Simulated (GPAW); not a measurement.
Runs of GPAW 26.7.0 on HfO2. It takes space group Fm-3m (No. 225, cubic). Conventional cell: a = 5.115 Å, b = 5.115 Å, c = 5.115 Å, α = 90.00°, β = 90.00°, γ = 90.00°. Hf (site symmetry m-3m) has 8 O at 2.21 Å as nearest neighbours. O (site symmetry -43m) is surrounded by 4 Hf at 2.21 Å. Measurements of this composition are mostly on another form, of space group No. 14.

```csv
task,level,potentials or basis,spin,U,eigensolver,band path,band points,spin axis theta (degrees),spin axis phi (degrees),V0 of scaled cells (Å³/atom),B0 (GPa)
equation of state,PBEsol,"PAW data sets generated in the run's folder for this functional, pw",off,-,-,-,-,-,-,10.70,271
equation of state,LDA+U,"the program's PAW data sets (release 1.2.1) made for this functional, pw",off,Hf d U = 8 eV,-,-,-,-,-,(a),247
equation of state,BLYP+D3,"PAW data sets generated in the run's folder for this functional, pw",off,-,davidson,-,-,-,-,10.95,251
equation of state,revPBE+D3,"the program's PAW data sets (release 1.2.1) made for this functional, pw",off,-,-,-,-,-,-,10.95,251
```

Alike in all rows: cell as given; k mesh 7 × 7 × 7; cutoff (eV) 800; smearing fermi-dirac 0.05 eV.

Task: Estimate the missing entries.

Result: (a) 11.40.
